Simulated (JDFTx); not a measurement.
## Ni under changes of volume

One of the cells (10.492 Å³/atom); the others are scaled copies at fixed shape and fractional positions:

```
Ni
1.0
     0.00000    1.73757    1.73757
     1.73757    0.00000    1.73757
     1.73757    1.73757    0.00000
Ni
1
Direct
  0.00000 0.00000 0.00000
```

```yaml
Program: JDFTx 1.7.0 (patched build)
Functional: PBEsol
Potentials_or_basis: PseudoDojo-SR-PBEsol-0.4.1-standard
Cutoff: 1333 eV
Density_cutoff: 5333 eV
k_mesh: 13 × 13 × 13
Occupations: fermi-dirac, width 0.05 eV
Spin: collinear spin, ferromagnetic start
Starting_moments: "[1.0] μB"
```

```csv
volume (Å³/atom),energy over the lowest point (meV/atom),pressure (GPa)
9.862,19.95,13.5
10.072,6.33,7.6
10.282,0.00,2.4
10.492,0.14,-2.3
10.702,?,?
10.912,17.02,-10.1
11.122,32.54,-13.4
```

**Question.** What does the run at 10.702 Å³/atom give?

**Answer.** Energy over the lowest point 6.04 meV/atom; pressure -6.4 GPa.

Worked out: A Birch-Murnaghan fit of order 3 (a polynomial in V^(-2/3)) to the other rows has its minimum at 10.38 Å³/atom with B0 = V·E''(V) = 231 GPa and B' = 4.9. It gives 6.03 meV/atom at 10.702 Å³/atom, against the run's 6.04, and -dE/dV = -6.5 GPa, against -6.4.

Energies are extrapolated to zero smearing.
